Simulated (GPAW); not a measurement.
# Ge (Fmmm) in GPAW: convergence with smearing function

Aim: find how far smearing function must go before the results for Ge settle, at PBEsol. This setting moves, with any that are tied to it; all else stays.

All numbers are computed with GPAW 26.7.0; they aren't measurements. Logs are shortened: lines on timing, memory, paths and dates and some standing lists are left out, and cuts for length are marked. The log counts tension as positive stress, the text compression.

### Step 1. The crystal as given

The structure is orthorhombic, space group Fmmm (No. 69). The conventional cell has a = 5.261 Å, b = 5.771 Å, c = 10.231 Å, α = 90.00°, β = 90.00°, γ = 90.00°. Around Ge (site symmetry m2m) lie 5 Ge at 2.61 to 2.73 Å. Ge (site symmetry mm2) is surrounded by 6 Ge at 2.71 to 2.96 Å.

This isn't the form of Ge at room conditions, which is diamond.

### Step 2. With smearing function fermi-dirac

Contents of run.py:

```python
from ase.dft.bandgap import bandgap
from ase.io import read, write
from ase.units import GPa
from gpaw import GPAW, PW, setup_paths

setup_paths.insert(0, '.')

atoms = read('POSCAR')

calc = GPAW(mode=PW(600),
            xc='PBEsol',
            kpts={'size': (5, 5, 5), 'gamma': True},
            occupations={'name': 'fermi-dirac', 'width': 0.1},
            nbands=18,
            convergence={'density': 1e-05, 'energy': 1e-05},
            maxiter=100,
            txt='gpaw.txt')
atoms.calc = calc
energy = atoms.get_potential_energy()
forces = atoms.get_forces()
stress = atoms.get_stress()
calc.write('gs.gpw')
write('result.traj', atoms)
print(f'Energy: {energy:.6f} eV')
print('Forces (eV/A):')
print(forces.round(4))
print('Stress (GPa):', (stress / GPa).round(3))
print('Fermi level:', round(calc.get_fermi_level(), 4), 'eV')
print(f'Gap: {bandgap(calc)[0]:.4f} eV, direct: {bandgap(calc, direct=True)[0]:.4f} eV')
```

Contents of POSCAR:

```
Ge
1.0
    0.0000000000      2.8857400000      5.1156650000
    2.6304970000      0.0000000000      5.1156650000
    2.6304970000      2.8857400000      0.0000000000
Ge
4
Direct
    0.7264900000      0.2735100000      0.7264900000
    0.2735100000      0.7264900000      0.2735100000
    0.2181330000      0.2181330000      0.7818670000
    0.7818670000      0.7818670000      0.2181330000
```

Potentials or basis: PAW data sets generated in the run's folder for this functional, pw.

Launch:

```bash
> gpaw-setup -f PBEsol Ge
> OMP_NUM_THREADS=1 python run.py
```

Wall time 36 s (1 thread of Arm Neoverse V2, shared host); peak memory 0.21 GiB.

Results (log left out):

- Free energy: -18.9804 eV
- Pressure: -3.7 GPa
- Largest force: 0.068 eV/Å
- Band gap on the k mesh: none (metal or under the smearing width)

### Step 3. With smearing function gaussian

run.py: that of step 2 with these lines changed.

```diff
@@ -12,3 +12,3 @@
             kpts={'size': (5, 5, 5), 'gamma': True},
-            occupations={'name': 'fermi-dirac', 'width': 0.1},
+            occupations={'name': 'methfessel-paxton', 'order': 0, 'width': 0.1},
             nbands=18,
```

POSCAR is that of step 2.

Potentials or basis: PAW data sets generated in the run's folder for this functional, pw.

Launch:

```bash
> gpaw-setup -f PBEsol Ge
> OMP_NUM_THREADS=1 python run.py
```

Run time: 33 s. Hardware: 1 thread of Arm Neoverse V2, shared host; peak memory 0.21 GiB.

The run converged. Its results:

```yaml
Free_energy: -18.9444 eV
Pressure: -3.9 GPa
Largest_force: 0.087 eV/Å
Band_gap_on_the_k_mesh: none (metal or under the smearing width)
```

### Step 4. With smearing function marzari-vanderbilt

run.py: that of step 3 with these lines changed.

```diff
@@ -12,3 +12,3 @@
             kpts={'size': (5, 5, 5), 'gamma': True},
-            occupations={'name': 'methfessel-paxton', 'order': 0, 'width': 0.1},
+            occupations={'name': 'marzari-vanderbilt', 'width': 0.1},
             nbands=18,
```

POSCAR is that of step 3.

Launch:

```bash
> gpaw-setup -f PBEsol Ge
> OMP_NUM_THREADS=1 python run.py
```

It took 35 s on 1 thread of Arm Neoverse V2, shared host; peak memory 0.21 GiB.

It converged, with:

- Free energy: -18.9359 eV
- Pressure: -3.9 GPa
- Largest force: 0.108 eV/Å
- Band gap on the k mesh: none (metal or under the smearing width)

### Step 5. With smearing function methfessel-paxton

run.py: that of step 4 with these lines changed.

```diff
@@ -12,3 +12,3 @@
             kpts={'size': (5, 5, 5), 'gamma': True},
-            occupations={'name': 'marzari-vanderbilt', 'width': 0.1},
+            occupations={'name': 'methfessel-paxton', 'width': 0.1, 'order': 1},
             nbands=18,
```

POSCAR is that of step 4.

Launch:

```bash
> gpaw-setup -f PBEsol Ge
> OMP_NUM_THREADS=1 python run.py
```

Wall time 33 s (1 thread of Arm Neoverse V2, shared host); peak memory 0.21 GiB.

Results (log left out):

- Free energy: -18.9371 eV
- Pressure: -4.0 GPa
- Largest force: 0.100 eV/Å
- Band gap on the k mesh: none (metal or under the smearing width)

### Step 6. With smearing function tetrahedron-method

run.py: that of step 5 with these lines changed.

```diff
@@ -12,3 +12,3 @@
             kpts={'size': (5, 5, 5), 'gamma': True},
-            occupations={'name': 'methfessel-paxton', 'width': 0.1, 'order': 1},
+            occupations={'name': 'tetrahedron-method'},
             nbands=18,
```

POSCAR is that of step 5.

Potentials or basis: PAW data sets generated in the run's folder for this functional, pw.

Launch:

```bash
> gpaw-setup -f PBEsol Ge
> OMP_NUM_THREADS=1 python run.py
```

Run time: 37 s. Hardware: 1 thread of Arm Neoverse V2, shared host; peak memory 0.21 GiB.

Results (log left out):

| Item | Value |
| --- | --- |
| Free energy | -18.6666 eV |
| Pressure | -3.3 GPa |
| Largest force | 0.230 eV/Å |
| Band gap on the k mesh | none (metal or under the smearing width) |

### Step 7. With smearing function improved-tetrahedron-method

run.py: that of step 6 with these lines changed.

```diff
@@ -12,3 +12,3 @@
             kpts={'size': (5, 5, 5), 'gamma': True},
-            occupations={'name': 'tetrahedron-method'},
+            occupations={'name': 'improved-tetrahedron-method'},
             nbands=18,
```

POSCAR is that of step 6.

Launch:

```bash
> gpaw-setup -f PBEsol Ge
> OMP_NUM_THREADS=1 python run.py
```

Run time: 37 s. Hardware: 1 thread of Arm Neoverse V2, shared host; peak memory 0.21 GiB.

The run converged. Its results:

```yaml
Free_energy: -19.0165 eV
Pressure: -4.0 GPa
Largest_force: 0.198 eV/Å
Band_gap_on_the_k_mesh: none (metal or under the smearing width)
```

### Step 8. With smearing function fixed

run.py: that of step 7 with these lines changed.

```diff
@@ -12,3 +12,3 @@
             kpts={'size': (5, 5, 5), 'gamma': True},
-            occupations={'name': 'improved-tetrahedron-method'},
+            occupations={'width': 0.0},
             nbands=18,
```

POSCAR is that of step 7.

Potentials or basis: PAW data sets generated in the run's folder for this functional, pw.

Launch:

```bash
> gpaw-setup -f PBEsol Ge
> OMP_NUM_THREADS=1 python run.py
```

gpaw.txt:

```text
__  _  _
 | _ |_)|_||  |
 |__||  | ||/\| - 26.7.0

Input parameters:
  mode=PW(ecut=600.0),
  convergence={'density': 1e-05, 'energy': 1e-05},
  kpts=MonkhorstPack(size=(5, 5, 5), gamma=True),
  maxiter=100,
  nbands=18,
  occupations=Occupations(width=0.0),
  xc=XC(name='PBEsol')

Diagonalizing LCAO Hamiltonian
Converting LCAO to pw mode

        Ge

         Ge

       Ge

        Ge

Atoms  # Å, Bohr magnetons
|   | symbol |        x |        y |        z |    initial magnetic moments |
|---|--------|----------|----------|----------|-----------------------------|
| 0 |     Ge | 2.630497 | 4.192923 | 5.115665 | ( 0.0000,  0.0000,  0.0000) |
| 1 |     Ge | 2.630497 | 1.578557 | 5.115665 | ( 0.0000,  0.0000,  0.0000) |
| 2 |     Ge | 2.630497 | 2.885740 | 2.231791 | ( 0.0000,  0.0000,  0.0000) |
| 3 |     Ge | 2.630497 | 2.885740 | 7.999539 | ( 0.0000,  0.0000,  0.0000) |

Unit cell  # Å
| periodic |        x |        y |        z |  lengths |    angles |
|----------|----------|----------|----------|----------|-----------|
|      yes | 0.000000 | 2.885740 | 5.115665 | 5.873459 | 72.057534 |
|      yes | 2.630497 | 0.000000 | 5.115665 | 5.752351 | 68.709205 |
|      yes | 2.630497 | 2.885740 | 0.000000 | 3.904742 | 39.233262 |

Number of symmetries: 8
Symmetry operations  # r_c * U_cc + t_c -> r_c
|   | kind |            matrix            |
|---|------|------------------------------|
| 0 |  σ   |  1, 0, 0,  1, 0,-1,  1,-1, 0 |
| 1 |  E   |  1, 0, 0,  0, 1, 0,  0, 0, 1 |
| 2 |  C2  |  0, 1,-1,  1, 0,-1,  0, 0,-1 |
| 3 |  σ   |  0, 1,-1,  0, 1, 0, -1, 1, 0 |
| 4 |  C2  |  0,-1, 1,  0,-1, 0,  1,-1, 0 |
| 5 |  σ   |  0,-1, 1, -1, 0, 1,  0, 0, 1 |
| 6 |  i   | -1, 0, 0,  0,-1, 0,  0, 0,-1 |
| 7 |  C2  | -1, 0, 0, -1, 0, 1, -1, 1, 0 |

BZ-sampling:
  Number of BZ points: 125
  Number of IBZ points: 27

  Monkhorst-Pack size: [5, 5, 5]
  Monkhorst-Pack shift: [0, 0, 0]

K-points  # in reciprocal-cell coordinates
|     |                                coordinates |     weight |
|-----|--------------------------------------------|------------|
|   0 | (  0.00000000,   0.00000000,   0.00000000) | 0.00800000 |
|   1 | (  0.00000000,   0.20000000,   0.20000000) | 0.01600000 |
|   2 | (  0.00000000,   0.40000000,   0.40000000) | 0.01600000 |
|   3 | (  0.20000000,  -0.40000000,  -0.40000000) | 0.03200000 |
|   4 | (  0.20000000,  -0.20000000,  -0.40000000) | 0.03200000 |
|   5 | (  0.20000000,   0.00000000,   0.20000000) | 0.01600000 |
|   6 | (  0.20000000,   0.20000000,   0.00000000) | 0.01600000 |
|   7 | (  0.20000000,   0.20000000,   0.20000000) | 0.06400000 |
|   8 | (  0.20000000,   0.20000000,   0.40000000) | 0.03200000 |
|   9 | (  0.20000000,   0.40000000,  -0.40000000) | 0.03200000 |
| ... |                                            |            |
|  26 | (  0.40000000,   0.40000000,   0.40000000) | 0.06400000 |

Plane wave coefficients: 2613
Cutoff: 600.0 eV

Spin-components: 1 (collinear spins)
Bands:           18
Projectors:      20
Spin-degeneracy: 2
Datatype:        complex128

Parallelization:
  kpt:    1
  domain: 1
  band:   1

Density:
  Valence electrons: 16.0
  Components: 1
  Grid points: [35 35 35]
  Charge: 0.0  # |e|

Potential:
  Grid points: [35 35 35]

species:
  Ge:
    name:    Germanium
    Z:       32.0
    valence: 4
    core:    28
    charge:  0.0  # [|e|]
    compensation charges:
      type: gauss
      rc: 0.32  # [Å]
      lmax: 2
    cutoffs:
      filter: 1.77  # [Å]
      core: 3.42  # [Å]
    projectors
    | kind |    occ | energy [eV] | rcut [Å] |
    |------|--------|-------------|----------|
    |   4s |  2.000 |     -11.738 |    1.005 |
    |   4p |  2.000 |      -3.898 |    1.005 |
    |    s |        |      15.473 |    1.005 |
    |    p |        |      23.314 |    1.005 |
    |    d |        |       0.000 |    1.005 |

    Using partial waves for Ge as LCAO basis

Reference energy: -228223.039753  # eV

eigensolver:
  PPCG
  Converge bands: occupied
  niter=2

density mixing:
  MSR1-Mixer
  Pratt-step length: 0.05
  Maximum mixing coefficient: 0.75
  Old densities: 10
  SVD Regularization: 0.005
  Good broyden scale: 1.0
  Trust region scale: 1.0
  Backstep threshold: 4.0
  History deletion threshold: 6.0
  Fourier metric: weight=20.0, sigma=0.015

occupation numbers:
  # Zero width

poisson solver:
  ecut: 4800.0  # eV

xc functional:
  name: PBEsol with 2 nearest neighbor stencil

convergence criteria:
- Maximum integral of absolute [dens]ity change: 1e-05 electrons / valence electron
- Maximum [total energy] change in last 3 cyles: 1e-05 eV / valence electron
- Maximum integral of absolute [eigenst]ate change: 4e-08 eV^2 / valence electron
maximum number of iterations: 100

SCF iterations
|iter     | |      energy | eigst |  dens |
|---------|-|-------------|-------|-------|
|iter:   1| |  -18.976985 | -0.72 |       |
|iter:   2| |  -18.972822 | -3.07 | -1.17 |
|iter:   3| |  -19.048104 | -2.81 | -1.19 |
|iter:   4| |  -18.940387 | -2.73 | -1.36 |
|iter:   5| |  -18.936070 | -4.16 | -1.82 |
|iter:   6| |  -18.935881 | -5.25 | -2.47 |
|iter:   7| |  -18.935873 | -6.40 | -3.20 |
|iter:   8| |  -18.935873c| -8.06c| -3.99 |
|iter:   9| |  -18.935873c| -8.72c| -4.72 |
|iter:  10| |  -18.935873c| -9.54c| -5.41c|

Converged in 10 steps
Energy contributions relative to reference atoms: (reference = -228223.039753)

Energy contributions:
  Kinetic:          25.512195
  Coulomb:         -22.993471
  Zero:             -0.014458
  External:          0.000000
  Xc:              -21.440139
  Entropy:           0.000000
  Spinorbit:         0.000000
  ----------------------------
  Free energy:     -18.935873
  Extrapolated:    -18.935873

dipole moment: (0.000655, 0.000719, 0.001274)  # |e|*Ang

Fermi level: 7.196
Eigenvalues  # (at kpt = [0.000, 0.000, 0.000])
| band index |      eig [eV] | occ [0-2] |
|------------|---------------|-----------|
|          0 |        -5.638 |     2.000 |
|          1 |        -1.069 |     2.000 |
|          2 |         1.106 |     2.000 |
|          3 |         3.538 |     2.000 |
|          4 |         4.427 |     2.000 |
|          5 |         5.004 |     2.000 |
[... 10 lines left out ...]
|         16 |        15.193 |     0.000 |
|         17 |        15.825 |     0.000 |

No gap
No difference between direct/indirect transitions

Forces  # eV/Ang
|       x |        y |        z |
|---------|----------|----------|
| 0.00000 | -0.03063 |  0.00000 |  # Ge   0
| 0.00000 |  0.03063 |  0.00000 |  # Ge   1
| 0.00000 |  0.00000 | -0.07975 |  # Ge   2
| 0.00000 |  0.00000 |  0.07975 |  # Ge   3

Stress tensor  # eV/Ang^3
|        x |        y |        z |
|----------|----------|----------|
| 0.026553 | 0.000000 | 0.000000 |
| 0.000000 | 0.027034 | 0.000000 |
| 0.000000 | 0.000000 | 0.021189 |

# Writing to gs.gpw (mode='')
```

It took 36 s on 1 thread of Arm Neoverse V2, shared host; peak memory 0.21 GiB.

Results:

| Property | Result |
| --- | --- |
| Free energy | -18.9359 eV |
| Pressure | -4.0 GPa |
| Largest force | 0.080 eV/Å |
| Band gap on the k mesh | none (metal or under the smearing width) |

### Step 9. Result

| smearing function | energy less the tightest run, at zero smearing (meV/atom) | pressure (GPa) | largest force (eV/Å) | SCF cycles | CPU time (s) | peak memory (GiB) |
| --- | --- | --- | --- | --- | --- | --- |
| fermi-dirac | -1.23 | -3.69 | 0.068 | 10 | 36 | 0.21 |
| gaussian | -0.38 | -3.89 | 0.087 | 9 | 33 | 0.21 |
| marzari-vanderbilt | -0.01 | -3.92 | 0.108 | 10 | 35 | 0.21 |
| methfessel-paxton | -0.23 | -3.96 | 0.100 | 9 | 33 | 0.21 |
| tetrahedron-method | 67.33 | -3.27 | 0.230 | 10 | 37 | 0.21 |
| improved-tetrahedron-method | -20.15 | -4.02 | 0.198 | 10 | 37 | 0.21 |
| fixed | 0.00 | -3.99 | 0.080 | 10 | 36 | 0.21 |

Against the tightest run, the pressure stays within 0.1 GPa from improved-tetrahedron-method on. Not settled before the last step: the energy (to 1 meV/atom), the largest force (to 0.005 eV/Å). Narrower smearing needs a denser k mesh, so at a fixed mesh the narrowest width isn't the most accurate. The tightest run that finished is the yardstick and may itself not be fully converged.

Caveats: the program warned that so skewed a cell can give wrong results.
